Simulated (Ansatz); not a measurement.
**Relaxing Tl (fcc)**

Level of theory: DFT, PBE, scalar-relativistic, no spin polarisation; plane waves to 420 eV with PAW datasets (Ansatz 0.2.0), Γ-centred 14×14×14 mesh, 0.05 eV Gaussian smearing. The datasets are Ansatz's generated set soft_2.

At room temperature and ambient pressure Tl is hcp.

Starting cell:

```
CELL_PARAMETERS angstrom
0.00000 2.42949 2.42949
2.42949 0.00000 2.42949
2.42949 2.42949 0.00000
ATOMIC_POSITIONS crystal
Tl 0.00000 0.00000 0.00000
```

The first steps of the search for zero pressure:

| run | level | k-mesh | kind | V (Å³/atom) | P (GPa) | gap on the mesh (eV) |
| --- | --- | --- | --- | --- | --- | --- |
| 1 | PBE | 14×14×14 | fixed cell | 28.68 | 2.8 | metal |
| 2 | PBE | 14×14×14 | fixed cell | 29.21 | 2.1 | metal |

At which volume does PBE reach zero pressure?

31.15 Å³/atom, about 8.6 % over the start.

The steps that followed:

| run | level | k-mesh | kind | V (Å³/atom) | P (GPa) | E − E(final) (meV/atom) | gap on the mesh (eV) |
| --- | --- | --- | --- | --- | --- | --- | --- |
| 3 | PBE | 14×14×14 | fixed cell | 31.11 | 0.0 | 0.0 | metal |
| 4 | PBE | 14×14×14 | fixed cell | 31.15 | 0.0 | 0.0 | metal |

Cell and atoms are those of this level's equilibrium.

The final structure (symmetry read at 0.01 Å). The structure is cubic, space group Fm-3m (No. 225). Conventional cell: a = 4.995 Å, b = 4.995 Å, c = 4.995 Å, α = 90.00°, β = 90.00°, γ = 90.00°. Around Tl (site symmetry m-3m) lie 12 Tl at 3.53 Å. (Neighbours are counted to 15 % beyond the shortest distance.)

- At the final geometry the gap, band path included, is zero (metallic).

**Reading the result.**

The calculation's cell holds 13 valence electrons, an odd number. Without magnetic order each band takes two, so one stays part-filled and the crystal must be a metal.

Scalar-relativistic only: spin–orbit splittings of the heavy atoms' levels are missing.
